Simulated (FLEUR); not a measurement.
# Te: equation of state with PBEsol

The system is Te.

```
Te
1.0
     4.45400    0.00000    0.00000
    -2.22700    3.85728    0.00000
     0.00000    0.00000    5.92400
Te
3
Direct
  0.73100 0.73100 0.00000
  0.00000 0.26900 0.66667
  0.26900 0.00000 0.33333
```

- Program: FLEUR MaX-R8.1 (later development tree)
- Task: equation of state
- Functional: PBEsol
- Potentials or basis: all-electron
- Basis: FLAPW
- Kmax: 4.1 1/bohr
- k mesh: 7 × 7 × 5
- Occupations: fermi-dirac, width 0.05 eV
- Spin: no spin polarisation
- Gmax: 12.7 1/bohr
- Muffin-tin radii: Te 2.43 bohr
- lmax: Te 10
- lnonsphr: Te 10
- Local orbitals a species: Te 6

* Equilibrium volume: 33.28 Å³/atom
* Bulk modulus at fixed shape and positions: 52 GPa
* Pressure derivative of the bulk modulus: 4.8

Energy against volume, from the lowest point:
| volume (Å³/atom) | energy (meV/atom) |
| --- | --- |
| 31.890 | 10.22 |
| 32.568 | 2.59 |
| 33.247 | 0.00 |
| 33.925 | 1.95 |
| 34.604 | 7.87 |
| 35.282 | 17.36 |
| 35.961 | 30.01 |

Caveat: the cell was scaled at fixed shape and fractional positions, which overstates the stiffness of a crystal with free parameters, most of all of layers and chains. The run has no spin-orbit coupling, so splittings on Te are missing.
